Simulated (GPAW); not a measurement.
# PtSe2 (Sudovikovite) (P-3m1) in GPAW: notebook

One crystal, PtSe2 (Sudovikovite), is run at these levels: GLLB-SC, C09-vdW, PBE; tasks: band structure, equation of state.

All numbers are computed with GPAW 26.7.0; they aren't measurements. Logs are shortened: lines on timing, memory, paths and dates and some standing lists are left out, and cuts for length are marked. The log counts tension as positive stress, the text compression.

**1. Starting point**

It takes space group P-3m1 (No. 164, trigonal). Conventional cell: a = 3.724 Å, b = 3.724 Å, c = 5.062 Å, α = 90.00°, β = 90.00°, γ = 120.00°. Pt (site symmetry -3m) is surrounded by 6 Se at 2.49 Å. Se (site symmetry 3m) has 3 Pt at 2.49 Å as nearest neighbours.

**2. Band structure, GLLB-SC**

The input, run.py:

```python
from ase.dft.bandgap import bandgap
from ase.io import read, write
from gpaw import GPAW, PW

atoms = read('POSCAR')

calc = GPAW(mode=PW(600),
            xc='GLLBSC',
            kpts={'size': (6, 6, 4), 'gamma': True},
            occupations={'name': 'fermi-dirac', 'width': 0.05},
            nbands=26,
            convergence={'density': 1e-05, 'energy': 1e-05},
            maxiter=150,
            txt='gpaw.txt')
atoms.calc = calc
energy = atoms.get_potential_energy()
calc.write('gs.gpw')
write('result.traj', atoms)
print('Fermi level:', round(calc.get_fermi_level(), 4), 'eV')
print(f'Gap: {bandgap(calc)[0]:.4f} eV, direct: {bandgap(calc, direct=True)[0]:.4f} eV')

path = atoms.cell.bandpath('GMKGALHA,LM,KH', npoints=80, eps=1e-4)
bs_calc = calc.fixed_density(kpts=path, symmetry='off', nbands=41,
                             convergence={'bands': 'CBM+6.0', 'eigenstates': 1e-6}, txt='bands.txt')
bs = bs_calc.band_structure()
bs.write('bs.json')
print(f'Gap on the path: {bandgap(bs_calc)[0]:.4f} eV')

homo, lumo = bs_calc.get_homo_lumo()
response = calc.hamiltonian.xc.response
dxc_pot = response.calculate_discontinuity_potential(homo, lumo)
ks_gap, dxc = bs_calc.hamiltonian.xc.response.calculate_discontinuity(dxc_pot)
print(f'Kohn-Sham gap {ks_gap:.4f} eV, discontinuity {dxc:.4f} eV, gap {ks_gap + dxc:.4f} eV')
```

The input, POSCAR:

```
PtSe2
1.0
    3.7240000000      0.0000000000      0.0000000000
   -1.8620000000      3.2250786037      0.0000000000
    0.0000000000      0.0000000000      5.0620000000
Pt Se
1 2
Direct
    0.0000000000      0.0000000000      0.0000000000
    0.6666666667      0.3333333333      0.7500000000
    0.3333333333      0.6666666667      0.2500000000
```

Potentials or basis: the program's PAW data sets (release 1.2.1) made for this functional, pw.

The run is started by

```console
> OMP_NUM_THREADS=1 python run.py
```

gpaw.txt:

```text
___ ___ ___ _ _ _
 |   |   |_  | | | |
 | | | | | . | | | |
 |__ |  _|___|_____|  26.7.0
 |___|_|

Input parameters:
  convergence: {density: 1e-05,
                energy: 1e-05}
  kpts: {gamma: True,
         size: (6, 6, 4)}
  maxiter: 150
  mode: {ecut: 600.0,
         name: pw}
  nbands: 26
  occupations: {name: fermi-dirac,
                width: 0.05}
  xc: GLLBSC

System changes: positions, numbers, cell, pbc, initial_charges, initial_magmoms

Initialize ...

species:
  Pt:
    name:    Platinum
    Z:       78.0
    valence: 16
    core:    62
    charge:  0.0  # [|e|]
    compensation charges:
      type: gauss
      rc: 0.41  # [Å]
      lmax: 2
    cutoffs:
      filter: 2.26  # [Å]
      core: 2.26  # [Å]
    projectors
    | kind |    occ | energy [eV] | rcut [Å] |
    |------|--------|-------------|----------|
    |   6s |  1.000 |      -8.677 |    1.307 |
    |   5p |  6.000 |     -58.996 |    1.371 |
    |   6p |  0.000 |      -2.754 |    1.371 |
    |   5d |  9.000 |      -9.406 |    1.307 |
    |    s |        |      18.535 |    1.307 |
    |    d |        |      17.806 |    1.307 |

    Using partial waves for Pt as LCAO basis

  Se:
    name:    Selenium
    Z:       34.0
    valence: 6
    core:    28
    charge:  0.0  # [|e|]
    compensation charges:
      type: gauss
      rc: 0.27  # [Å]
      lmax: 2
    cutoffs:
      filter: 1.77  # [Å]
      core: 2.61  # [Å]
    projectors
    | kind |    occ | energy [eV] | rcut [Å] |
    |------|--------|-------------|----------|
    |   4s |  2.000 |     -19.929 |    0.847 |
    |   4p |  4.000 |      -9.440 |    1.005 |
    |    s |        |       7.282 |    0.847 |
    |    p |        |      17.771 |    1.005 |
    |    d |        |       0.000 |    0.847 |

    Using partial waves for Se as LCAO basis

Reference energy: -632353.981557  # eV

Spin-paired calculation

Convergence criteria:
 Maximum [total energy] change in last 3 cyles: 1e-05 eV / valence electron
 Maximum integral of absolute [dens]ity change: 1e-05 electrons / valence electron
 Maximum integral of absolute [eigenst]ate change: 4e-08 eV^2 / valence electron
 Maximum number of scf [iter]ations: 150
 (Square brackets indicate name in SCF output, whereas a 'c' in
 the SCF output indicates the quantity has converged.)

Symmetries present (total): 12

  ( 1  1  0)  ( 1  1  0)  ( 1  0  0)  ( 1  0  0)  ( 0  1  0)  ( 0  1  0)
  ( 0 -1  0)  (-1  0  0)  ( 0  1  0)  (-1 -1  0)  ( 1  0  0)  (-1 -1  0)
  ( 0  0  1)  ( 0  0 -1)  ( 0  0  1)  ( 0  0 -1)  ( 0  0 -1)  ( 0  0  1)

  ( 0 -1  0)  ( 0 -1  0)  (-1  0  0)  (-1  0  0)  (-1 -1  0)  (-1 -1  0)
  ( 1  1  0)  (-1  0  0)  ( 1  1  0)  ( 0 -1  0)  ( 1  0  0)  ( 0  1  0)
  ( 0  0 -1)  ( 0  0  1)  ( 0  0  1)  ( 0  0 -1)  ( 0  0  1)  ( 0  0 -1)

144 k-points: 6 x 6 x 4 Monkhorst-Pack grid + [1/12,1/12,1/8]
24 k-points in the irreducible part of the Brillouin zone
       k-points in crystal coordinates                weights
   0:     0.00000000    0.00000000    0.00000000          1/144
   1:     0.00000000    0.00000000    0.25000000          2/144
   2:     0.00000000    0.00000000    0.50000000          1/144
   3:     0.16666667    0.00000000   -0.25000000          6/144
   4:     0.16666667    0.00000000    0.00000000          6/144
   5:     0.16666667    0.00000000    0.25000000          6/144
   6:     0.16666667    0.00000000    0.50000000          6/144
   7:     0.33333333   -0.16666667    0.00000000          6/144
   8:     0.33333333   -0.16666667    0.25000000         12/144
   9:     0.33333333   -0.16666667    0.50000000          6/144
          ...
  23:     0.50000000    0.50000000    0.50000000          3/144

Wave functions: Plane wave expansion
  Cutoff energy: 600.000 eV
  Number of coefficients (min, max): 2007, 2051
  Pulay-stress correction: 0.000000 eV/Ang^3 (de/decut=0.000000)
  Using FFTW library
  ScaLapack parameters: grid=1x1, blocksize=None
  Wavefunction extrapolation:
    Improved wavefunction reuse through dual PAW basis

Occupation numbers: Fermi-Dirac:
  width: 0.0500  # eV

Eigensolver
   Davidson(niter=2)

Densities:
  Coarse grid: 24*24*30 grid
  Fine grid: 48*48*60 grid
  Total Charge: 0.000000

Density mixing:
  Method: separate
  Backend: msr1
  Linear mixing parameter: 0.05
  old densities: 10
  Width of damping distribution: 1.1
  Damping of long wavelength oscillations: 20

Hamiltonian:
  XC and Coulomb potentials evaluated on a 48*48*60 grid
  Using the GLLBSC Exchange-Correlation functional
  External potential:
    NoExternalPotential

XC parameters: GLLBSC functional being used consists of
  -----------------------------------------------------------------------
  | Weight | Module     | Description                                   |
  -----------------------------------------------------------------------
  |  1.000 | SCREENING  | GGA_X_PBE_SOL with 2 nearest neighbor stencil |
  |  1.000 | RESPONSE   | eps=0.0500 eV                                 |
  |  1.000 | XC         | GGA_C_PBE_SOL with 2 nearest neighbor stencil |
  -----------------------------------------------------------------------

Number of atoms: 3
Number of atomic orbitals: 20
Number of bands in calculation: 26
Number of valence electrons: 28
Bands to converge: occupied

... initialized

Initializing position-dependent things.

Density initialized from atomic densities
Creating initial wave functions:
  20 bands from LCAO basis set
  6 bands from random numbers

            Se

        Se

       Pt

Atomic positions and initial magnetic moments

Positions:
   0 Pt     0.000000    0.000000    0.000000    ( 0.0000,  0.0000,  0.0000)
   1 Se     1.862000    1.075026    3.796500    ( 0.0000,  0.0000,  0.0000)
   2 Se    -0.000000    2.150052    1.265500    ( 0.0000,  0.0000,  0.0000)

Unit cell:
           periodic     x           y           z      points  spacing
  1. axis:    yes    3.724000    0.000000    0.000000    24     0.1344
  2. axis:    yes   -1.862000    3.225079    0.000000    24     0.1344
  3. axis:    yes    0.000000    0.000000    5.062000    30     0.1687

  Lengths:   3.724000   3.724000   5.062000
  Angles:   90.000000  90.000000 120.000000

Effective grid spacing dv^(1/3) = 0.1521

iter:   1   -17.641388
iter:   2   -17.381261   -0.96  -1.31
iter:   3   -16.761999   -2.55  -1.33
iter:   4   -16.095647   -2.51  -1.54
iter:   5   -16.072569   -3.65  -1.72
iter:   6   -16.022424   -3.91  -1.87
iter:   7   -16.040581   -4.01  -2.00
iter:   8   -16.095759   -3.58  -2.18
iter:   9   -16.093884   -5.09  -2.97
iter:  10   -16.109683   -4.90  -2.98
iter:  11   -16.104311   -6.05  -3.64
iter:  12   -16.107082   -6.34  -3.59
iter:  13   -16.106721   -7.63c -4.27
iter:  14   -16.106769   -8.84c -4.79
iter:  15   -16.106801c  -9.09c -4.98
iter:  16   -16.106814c -10.21c -5.30c

Converged after 16 iterations.

Dipole moment: (0.000000, -0.000000, -0.000000) |e|*Ang

Energy contributions relative to reference atoms: (reference = -632353.981557)

Kinetic:        +88.617372
Potential:      -85.940547
External:        +0.000000
XC:             -18.705811
Entropy (-ST):   -0.006998
Local:           -0.074330
SIC:             +0.000000
--------------------------
Free energy:    -16.110313
Extrapolated:   -16.106814

GLLBSC response reference energy: 7.41196 eV (from Fermi level)

Showing only first 2 kpts
 Kpt  Band  Eigenvalues  Occupancy
  0    12      6.44580    2.00000
  0    13      7.87434    0.00019
  0    14      8.85885    0.00000
  0    15      8.85890    0.00000

  1    12      6.21031    2.00000
  1    13      6.68433    2.00000
  1    14      9.27915    0.00000
  1    15      9.27916    0.00000

Fermi level: 7.41194

No gap
No difference between direct/indirect transitions
Writing to gs.gpw (mode='')
```

It took 51 s on 1 thread of AMD EPYC 9R14 (Zen 4), shared host; peak memory 0.35 GiB.

What came out:

```
Band gap along the path : none (metal or under the smearing width)
```

Levels at the corners of the path, in eV from the Fermi level:
| point | band 11 | band 12 | band 13 | band 14 | band 15 | band 16 | band 17 | band 18 |
| --- | --- | --- | --- | --- | --- | --- | --- | --- |
| Γ | -2.87 | -0.97 | -0.97 | 0.46 | 1.45 | 1.45 | 3.83 | 4.39 |
| M | -3.76 | -3.61 | -3.41 | -3.17 | 0.64 | 2.35 | 4.83 | 6.06 |
| K | -4.12 | -2.56 | -1.97 | -1.97 | 0.02 | 0.02 | 4.09 | 7.83 |
| Γ | -2.87 | -0.97 | -0.97 | 0.46 | 1.45 | 1.45 | 3.83 | 4.39 |
| A | -2.81 | -1.89 | -1.40 | -1.40 | 2.29 | 2.29 | 4.99 | 6.46 |
| L | -3.84 | -3.52 | -2.72 | -1.32 | 0.98 | 1.53 | 4.61 | 5.07 |
| H | -4.04 | -4.03 | -2.76 | -2.76 | 2.03 | 2.03 | 6.55 | 7.48 |
| A | -2.81 | -1.89 | -1.40 | -1.40 | 2.29 | 2.29 | 4.99 | 6.46 |
| L | -3.84 | -3.52 | -2.72 | -1.32 | 0.98 | 1.53 | 4.61 | 5.07 |
| M | -3.76 | -3.61 | -3.41 | -3.17 | 0.64 | 2.35 | 4.83 | 6.06 |
| K | -4.12 | -2.56 | -1.97 | -1.97 | 0.02 | 0.02 | 4.09 | 7.83 |
| H | -4.04 | -4.03 | -2.76 | -2.76 | 2.03 | 2.03 | 6.55 | 7.48 |

Caveat: a model potential gives levels but no total energy; spin-orbit coupling is left out, which moves the levels of the heavy elements.

**3. Band structure, C09-vdW, spin-orbit coupling, no magnetisation**

The input, run.py:

```python
import numpy as np
from ase.dft.bandgap import bandgap
from ase.io import read, write
from gpaw import GPAW, PW
from gpaw.spinorbit import soc_eigenstates

atoms = read('PtSe2.cif')

calc = GPAW(mode=PW(600),
            xc={'name': 'C09-vdW', 'backend': 'libvdwxc'},
            kpts={'size': (6, 6, 4), 'gamma': True},
            occupations={'name': 'fermi-dirac', 'width': 0.05},
            nbands=26,
            convergence={'density': 1e-05, 'energy': 1e-05},
            maxiter=150,
            txt='gpaw.txt')
atoms.calc = calc
energy = atoms.get_potential_energy()
forces = atoms.get_forces()
calc.write('gs.gpw')
write('result.traj', atoms)
print(f'Energy: {energy:.6f} eV')
print('Forces (eV/A):')
print(forces.round(4))
print('Fermi level:', round(calc.get_fermi_level(), 4), 'eV')
print(f'Gap: {bandgap(calc)[0]:.4f} eV, direct: {bandgap(calc, direct=True)[0]:.4f} eV')

path = atoms.cell.bandpath('GMKGALHA,LM,KH', npoints=80, eps=1e-4)
bs_calc = calc.fixed_density(kpts=path, symmetry='off', nbands=41,
                             convergence={'bands': 'CBM+6.0', 'eigenstates': 1e-6}, txt='bands.txt')
bs = bs_calc.band_structure()
bs.write('bs.json')
print(f'Gap on the path: {bandgap(bs_calc)[0]:.4f} eV')

soc = soc_eigenstates(bs_calc, theta=90, phi=0)
np.savetxt('soc_bands.dat', soc.eigenvalues(), fmt='%.4f')
mesh = soc_eigenstates('gs.gpw', theta=90, phi=0)
np.savetxt('soc_mesh.dat', mesh.eigenvalues(), fmt='%.4f')
print('Fermi level with spin-orbit coupling:', round(mesh.fermi_level, 4), 'eV')
```

The input, PtSe2.cif:

```cif
data_PtSe2
_cell_length_a 3.72400000
_cell_length_b 3.72400000
_cell_length_c 5.06200000
_cell_angle_alpha 90.00000000
_cell_angle_beta 90.00000000
_cell_angle_gamma 120.00000000
_space_group_name_H-M_alt 'P1'
_space_group_name_Hall 'P 1'
_space_group_IT_number 1
loop_
_space_group_symop_operation_xyz
'x,y,z'
loop_
_atom_site_label
_atom_site_type_symbol
_atom_site_symmetry_multiplicity
_atom_site_Wyckoff_symbol
_atom_site_fract_x
_atom_site_fract_y
_atom_site_fract_z
_atom_site_occupancy
Pt1 Pt 1 a 0.0000000000 0.0000000000 0.0000000000 1
Se1 Se 1 a 0.6666666667 0.3333333333 0.7500000000 1
Se2 Se 1 a 0.3333333333 0.6666666667 0.2500000000 1
```

Potentials or basis: GPAW PAW data sets (gpaw-data 1.2.1), pw.

The run is started by

```console
> OMP_NUM_THREADS=1 python run.py
```

Run time: 49 s. Hardware: 1 thread of AMD EPYC 9R14 (Zen 4), shared host; peak memory 0.41 GiB.

Results (log left out):

```yaml
Free_energy: 157.2031 eV
Largest_force: 0.771 eV/Å
Band_gap_along_the_path: none (metal or under the smearing width)
```

Forces on the atoms (eV/Å):
```
Pt   0.000  0.000  0.000
Se   0.000  0.000 -0.771
Se   0.000  0.000  0.771
```

Levels at the corners of the path, in eV from the Fermi level:
```
point  band 25  band 26  band 27  band 28  band 29  band 30  band 31  band 32
    Γ    -0.80    -0.80     0.40     0.40     1.34     1.34     1.47     1.47
    M    -3.26    -3.26    -2.74    -2.74     0.64     0.64     2.29     2.29
    K    -1.94    -1.94    -1.73    -1.73    -0.09    -0.09     0.08     0.08
    Γ    -0.80    -0.80     0.40     0.40     1.34     1.34     1.47     1.47
    A    -1.65    -1.65    -1.27    -1.27     2.21     2.21     2.29     2.29
    L    -2.89    -2.89    -1.33    -1.33     0.94     0.94     1.48     1.48
    H    -2.55    -2.55    -2.33    -2.33     1.90     1.90     1.99     1.99
    A    -1.65    -1.65    -1.27    -1.27     2.21     2.21     2.29     2.29
    L    -2.89    -2.89    -1.33    -1.33     0.94     0.94     1.48     1.48
    M    -3.26    -3.26    -2.74    -2.74     0.64     0.64     2.29     2.29
    K    -1.94    -1.94    -1.73    -1.73    -0.09    -0.09     0.08     0.08
    H    -2.55    -2.55    -2.33    -2.33     1.90     1.90     1.99     1.99
```

Caveat: spin-orbit coupling was added after a scalar SCF, so levels and gaps hold it while energy, forces, pressure and moments don't; this program's spin-orbit splittings come out too wide for heavy elements; the PAW data sets were made with another functional, which shifts forces and pressure a little.

**4. Equation of state, PBE**

The input, run.py:

```python
from ase.eos import EquationOfState
from ase.io import Trajectory, read
from ase.units import GPa
from gpaw import GPAW, PW, setup_paths

setup_paths.insert(0, '.')

atoms = read('PtSe2.xyz')

traj = Trajectory('eos.traj', 'w')
volumes, energies = [], []
for x in [0.94, 0.96, 0.98, 1.0, 1.02, 1.04, 1.06]:
    a = atoms.copy()
    a.set_cell(atoms.cell * x**(1 / 3), scale_atoms=True)
    calc = GPAW(mode=PW(600),
                xc='PBE',
                kpts={'size': (6, 6, 4), 'gamma': True},
                occupations={'name': 'fermi-dirac', 'width': 0.05},
                setups={'Pt': 'jth', 'Se': 'jth'},
                nbands=-12,
                convergence={'density': 1e-05, 'energy': 1e-05},
                maxiter=150,
                txt=f'eos-{x:.2f}.txt')
    a.calc = calc
    energies.append(a.get_potential_energy(force_consistent=True))
    volumes.append(a.get_volume())
    p = -a.get_stress()[:3].mean() / GPa
    calc.write(f'eos-{x:.2f}.gpw')
    traj.write(a)
    print(f'{x:.2f} {volumes[-1]:10.4f} A^3 {energies[-1]:14.6f} eV {p:9.3f} GPa', flush=True)

v0, e0, B = EquationOfState(volumes, energies, eos='birchmurnaghan').fit()
print(f'V0 = {v0:.4f} A^3, E0 = {e0:.6f} eV, B0 = {B / GPa:.2f} GPa')
```

The input, PtSe2.xyz:

```xyz
3
Lattice="3.7240000000 0.0000000000 0.0000000000 -1.8620000000 3.2250786037 0.0000000000 0.0000000000 0.0000000000 5.0620000000" Properties=species:S:1:pos:R:3 pbc="T T T"
Pt     0.0000000000      0.0000000000      0.0000000000
Se     1.8620000002      1.0750262011      3.7965000000
Se    -0.0000000002      2.1500524026      1.2655000000
```

Potentials or basis: JTH PAW 2.0, PBE, pw.

The run is started by

```console
> OMP_NUM_THREADS=1 python run.py
```

Wall time 94 s (1 thread of AMD EPYC 9R14 (Zen 4), shared host); peak memory 0.34 GiB.

Results (log left out):

| Item | Value |
| --- | --- |
| Equilibrium volume | 21.66 Å³/atom (rough: see the caveat) |
| Bulk modulus at fixed shape and positions | 83 GPa (rough) |

Energy against volume, from the lowest point:
| volume (Å³/atom) | energy (meV/atom) |
| --- | --- |
| 19.049 | 125.69 |
| 19.455 | 83.55 |
| 19.860 | 51.51 |
| 20.265 | 29.05 |
| 20.671 | 13.61 |
| 21.076 | 3.47 |
| 21.481 | 0.00 |

Caveat: the fit is doubtful: noisy points or a state that changes with volume; the minimum lies outside the volumes run; the program truncates these outside data sets; the cell was scaled at fixed shape and fractional positions, which overstates the stiffness of a crystal with free parameters, most of all of layers and chains.
